Q: The table has one structure of tungsten and six functionals. How much does the choice of functional change the size of the atom?

Tungsten in the simple cubic structure, computed with Ansatz 0.2.0: DFT with plane waves and scalar-relativistic PAW, cutoff 420 eV, Fermi-Dirac smearing of 0.1 eV, no spin polarisation. Volume, bulk modulus and its pressure derivative come from an equation of state over uniformly scaled cells, with energies extrapolated to zero smearing.

```
functional    k mesh  volume per atom (Å³)  bulk modulus (GPa)  bulk modulus pressure derivative
       LDA  14×14×14                 17.39                 237                              4.14
    PBEsol  14×14×14                 17.75                 226                              4.12
       PBE  19×19×19                 18.40                 215                              4.05
    revPBE  13×13×13                 18.45                 209                              4.31
      RPBE  13×13×13                 18.53                 207                              4.31
      BLYP  13×13×13                 19.01                 192                              4.37
```

A: The volume per atom rises at every step from LDA to BLYP, by 1.62 Å³ in total. That is 9% of the LDA volume. The simple cubic cell holds one atom, so its edge is also the distance between nearest neighbours, and this distance grows by only 3%. A volume is a cube, which makes a modest change in bond length look three times as large. Spin was switched off in every run, so magnetic states were not tested.

Q: Why should a functional that knows about density gradients give a larger atom than LDA does?

A: LDA treats each point of the solid as if it sat in a uniform electron gas of the local density. Real densities vary, and relative to the local density they vary most on the outer slopes of the atoms. For such a varying density LDA gives too little exchange energy. A gradient correction adds exchange energy where the density changes fast compared with its own size. When atoms are pulled apart, the density between them thins out and its relative variation grows, so the correction lowers the energy of the stretched solid more than that of the compressed one.

An energy that falls as the volume grows is an outward pressure. The functional therefore acts on the crystal as if it pushed the atoms apart, and the lattice expands until its own cohesion balances the push. The calculation shows this pressure directly. In a cell with an edge of 2.593 Å, which is practically the LDA equilibrium, LDA feels almost no pressure, whereas BLYP pushes outwards with about 21 GPa. That the push comes from density gradients is the standard theoretical argument, which the pressures alone do not prove.

Q: Can I then read the order of the rows as the order of the strength of the gradient correction?

A: For the first three rows you can. LDA has no gradient correction, PBEsol has a weak one in its exchange, chosen with solids in mind, and PBE has a stronger one. The volumes follow: PBEsol lies 0.36 Å³ above LDA, and PBE a further 0.65 Å³ above PBEsol. PBEsol thus sits nearer to LDA than to PBE.

revPBE and RPBE keep the form of PBE for small gradients and strengthen exchange where the gradients are large. Such regions matter more in the tails of free atoms and molecules than in a dense metal. One would therefore look for only a small further expansion here, and the table has one. Whether steps as small as these are real is a separate matter.

BLYP doesn't belong on the same scale. It differs from PBE in correlation as well as in exchange, and its correlation part doesn't reproduce the uniform electron gas, the natural starting point for the mobile electrons of a metal. Its large volume is the joint result of both parts, and the total volume can't tell us how much each contributes.

Q: The bulk modulus falls whenever the volume rises. Is that a second effect of the functional, or does it follow from the first?

A: The direction, at least, follows from the first. The bulk modulus B measures how strongly the pressure responds to a relative change of volume. In a metal under compression the repulsion between the atoms rises steeply, so the solid stiffens; when it is stretched it softens. A functional that gives a larger equilibrium volume reads the stiffness at a more stretched point.

We can test whether this is the whole story. Suppose the functional did nothing but add a constant outward pressure. A constant has no slope, so at a given volume the stiffness would be that of LDA, and all six rows would lie on the curve that the LDA solid follows when it is stretched. That curve comes from the pressure derivative B′, which says how much B changes per unit of pressure P. If B′ stays constant, then

dB = B′ dP and dP = −B dV/V

dB/B = −B′ dV/V

B(V) = B₀ (V₀/V)^B′

where V is the volume per atom, and B₀ and V₀ are the LDA values at equilibrium. For the volume of BLYP this gives

B = 237 GPa × (17.39/19.01)^4.14 ≈ 164 GPa

Nothing is fitted here: the LDA row supplies all the constants, and the other rows are compared with the result.

Q: But BLYP has 192 GPa in the table, not 164. Is the estimate too crude?

A: The estimate gets the direction right and overdoes the softening. It predicts a loss of 73 GPa from LDA to BLYP, where the table has a loss of 45 GPa. To close the gap by changing B′ alone, we would need a value near 2.4, while every row of the table has a value above 4. The fault therefore lies in the assumption of a constant push.

The other functionals say the same. Each of them is stiffer than the LDA solid stretched to its volume, by 8 GPa for PBEsol and by 23 to 28 GPa for the other four. PBEsol is a useful witness because it was run on the same k mesh as LDA. So at equal volume the gradient-corrected solids are stiffer than the LDA solid, although at their own equilibrium they are softer.

Q: How can something that pushes the atoms apart make the solid stiffer at a given volume?

A: It can if the push weakens as the atoms move apart. Compress the solid a little, and the extra outward pressure grows and resists you. Stretch it a little, and the extra pressure fades, so the solid is less willing to expand further. Both responses oppose the change of volume, and that is what stiffness means.

The pressures of the two end rows show this fading. The difference between BLYP and LDA is about 21 GPa at the edge of 2.593 Å and about 18 GPa at 2.660 Å, close to the BLYP equilibrium. The change is small and the two rows use slightly different meshes, so I would trust its sign more than its size. It also agrees with a general limit: atoms far apart exert no pressure on each other in any functional, so the difference must vanish in the end.

The functional thus does two things to the bulk modulus. It moves the equilibrium to a larger volume, where the solid is softer, and it adds some stiffness of its own. The first effect wins in every row, which is why all five gradient-corrected solids have a lower bulk modulus than LDA.

Q: Which of these digits can I trust? PBE and revPBE differ by only 0.05 Å³.

A: I would not rank those two by this table. PBE was run on a 19×19×19 mesh and revPBE on a 13×13×13 mesh, so the functional isn't the only thing that changes between them. A metal needs a dense mesh, because the sum over k points has to follow the sharp border between filled and empty states. The smearing of 0.1 eV softens this border but doesn't remove the problem.

The electronic entropy that comes with the smearing gives the mesh away. When the volume grows by about 8%, the entropy term TS, temperature times entropy, hardly changes in PBE, but it rises by close to 7 meV in revPBE, RPBE and BLYP, the three rows on the coarsest mesh. LDA and PBEsol share a mesh and share a rise of about 4 meV. Two functionals as closely related as PBE and revPBE should not differ so much in nearly the same cell, so the mesh is the likely reason. The term enters the extrapolation to zero smearing and can shift a volume by a few hundredths of an Å³, which is the size of the gap you ask about. The step of 6 GPa in the bulk modulus between the same two rows deserves the same doubt.

The pressure derivative suffers most, since it depends on how the curvature of the energy changes and so magnifies small errors. Its highest values, 4.31 to 4.37, all belong to the coarsest mesh, and its lowest, 4.05, to the densest. I would read the column as "a little above 4" and give its pattern no chemical meaning. A denser mesh could well reorder it, and it could change the small steps around revPBE, but it would hardly touch the expansion of 1.62 Å³ from LDA to BLYP.

One more source of error is untested. The atomic datasets were made for PBE, so in the other five rows they don't match the functional used for the solid. This is a reason to read the volumes as a comparison of functionals in one fixed setup, and not as the last word on each of them.

Q: Suppose I replaced tungsten by a softer metal. What should I look for, and does any of this tell me which functional to use for a tungsten contact in a chip?

A: To a first approximation the relative expansion is the extra pressure divided by the bulk modulus. Tungsten is very stiff, and even so a push of some 20 GPa swells it by 9%. The same push would swell a softer metal more. The push itself should change with the element, however, because it depends on how the density and its gradients respond when the atoms move apart. You therefore need both quantities, and the bulk modulus alone gives only a first guess.

As for the contact, the tungsten used in devices is not simple cubic; its stable form is body-centred cubic. This table can't choose the best functional for it, since there is no real simple cubic tungsten to measure against. The runs also hold the crystal in its cubic symmetry, so they don't show whether it would resist a distortion. What carries over is a sober rule for modelling such metals: strain and stiffness should be compared only between calculations with the same functional, because a change of functional alone can look like a strain, here of up to 3% in the bond length.
